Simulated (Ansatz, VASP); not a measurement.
## Two plane-wave programs on KF (Carobbiite)

File INCAR:

```
SYSTEM = KF
PREC     = Accurate       ! precision mode
ENCUT    = 600            ! plane-wave cutoff, eV
EDIFF    = 1E-6           ! SCF threshold, eV
ISMEAR   = 0              ! smearing method
SIGMA    = 0.02           ! smearing width, eV
LREAL    = .FALSE.        ! projectors in reciprocal space
LASPH    = .TRUE.         ! aspherical terms in the spheres
NELM     = 100            ! most SCF steps
ALGO     = Normal         ! electronic algorithm
ISIF     = 3              ! what is computed and relaxed
LWAVE    = .FALSE.        ! write WAVECAR
LCHARG   = .FALSE.        ! write CHGCAR
GGA      = PS             ! functional
IBRION   = 2              ! ionic algorithm
NSW      = 70             ! ionic steps
EDIFFG   = -0.005         ! ionic threshold
```

Contents of KPOINTS:

```
Automatic mesh
0
G
  8 8 8
  0 0 0
```

POSCAR

```
KF
1.0
    0.0000000000      2.7093664282      2.7093664282
    2.7093664282      0.0000000000      2.7093664282
    2.7093664282      2.7093664282      0.0000000000
K F
1 1
Direct
    0.0000000000      0.0000000000      0.0000000000
    0.5000000000      0.5000000000      0.5000000000
```

Input for Ansatz:

```yaml
crystal:
  lattice:
    - [0.0, 2.7093664282, 2.7093664282]
    - [2.7093664282, 0.0, 2.7093664282]
    - [2.7093664282, 2.7093664282, 0.0]
  atoms:
    - { symbol: K, position: [0.0, 0.0, 0.0] }
    - { symbol: F, position: [0.5, 0.5, 0.5] }
basis:
  ecutwfc: 420
kpoints:
  mp_grid: { grid: [8, 8, 8] }
hamiltonian:
  xc: pbesol
scf:
  occupations: { method: gaussian, width: 0.02 }
output:
  forces: true
  stress: true
  eigenvalues: true
relax:
  adjacent_minimum: "off"
  f_tol: 0.005
  max_steps: 50
  cell: { stress_tol: 0.05 }
```

Alike in both runs: task relaxation of cell and atoms; functional PBEsol; k mesh 8 × 8 × 8; occupations gaussian, width 0.02 eV; no spin polarisation.

|  | VASP | Ansatz |
| --- | --- | --- |
| version | VASP 6.6.1 | Ansatz 0.2.0 |
| potentials or method | VASP PAW PBE potentials, release 64 (K_sv, F) | scalar-relativistic, plane waves, PAW |
| plane-wave cutoff (eV) | 600 | 420 |
| valence electrons in the cell | 16 | 16 |

```csv
,VASP,Ansatz,Ansatz less VASP
"gap on the k mesh at the Fermi level, each at its own relaxed structure (eV)",6.14,6.15,+0.015
relaxed volume (Å³/atom),18.69,18.68,-0.001
relaxed cell length with the largest relative difference (Å),3.753,3.753,-0.0001
energy change over the relaxation (meV/atom),-7,-7,0.0
```

Caveats: the PAW data sets were made with another functional, which shifts forces and pressure a little (VASP). Expect the measured gap to be larger: semilocal functionals such as PBEsol lack the derivative discontinuity. A k mesh can miss the band edges.
